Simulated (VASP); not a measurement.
Crystal: Al.

```xyz
1
Lattice="0.0000 2.0248 2.0248 2.0248 0.0000 2.0248 2.0248 2.0248 0.0000" Properties=species:S:1:pos:R:3 pbc="T T T"
Al    0.0000    0.0000    0.0000
```

```yaml
Program: VASP 6.6.1
Task: relaxation of cell and atoms
Functional: HF
Potentials_or_basis: VASP PAW PBE potentials, release 64 (Al)
Cutoff: 600 eV
k_mesh: 6 × 6 × 6
Occupations: fermi-dirac, width 0.05 eV
Spin: no spin polarisation
```

At the start: pressure 12.0 GPa; volume 16.60 Å³/atom.

**Question.** How do energy, volume and symmetry change on relaxing?

**Answer.** Over 4 steps the energy falls by 116.2 meV/atom and the volume is 20.50 Å³/atom (+23.5 %); space group Fm-3m (No. 225, to 0.05 Å).

Step by step:
| step | energy change (eV) | largest force (eV/Å) | pressure (GPa) | volume (Å³) |
| --- | --- | --- | --- | --- |
| 1 | 0.0000 | 0.0000 | 11.97 | 16.60 |
| 2 | -0.1136 | 0.0000 | 1.26 | 19.76 |
| 3 | -0.1161 | 0.0000 | -0.26 | 20.66 |
| 4 | -0.1162 | 0.0000 | -0.02 | 20.50 |

Final structure:
```
CELL_PARAMETERS angstrom
0.00000 2.17229 2.17229
2.17229 0.00000 2.17229
2.17229 2.17229 0.00000
ATOMIC_POSITIONS crystal
Al 0.00000 0.00000 0.00000
```

Caveat: the k mesh is coarse (spacing up to 0.45 Å⁻¹), so the values aren't converged, least of all with exact exchange; the volume moved by over 15 % at a fixed basis, so the end points are rough; the PAW data sets were made with another functional, which shifts forces and pressure a little; the volume moved by +23 % from the deposited cell, more than functionals usually miss.
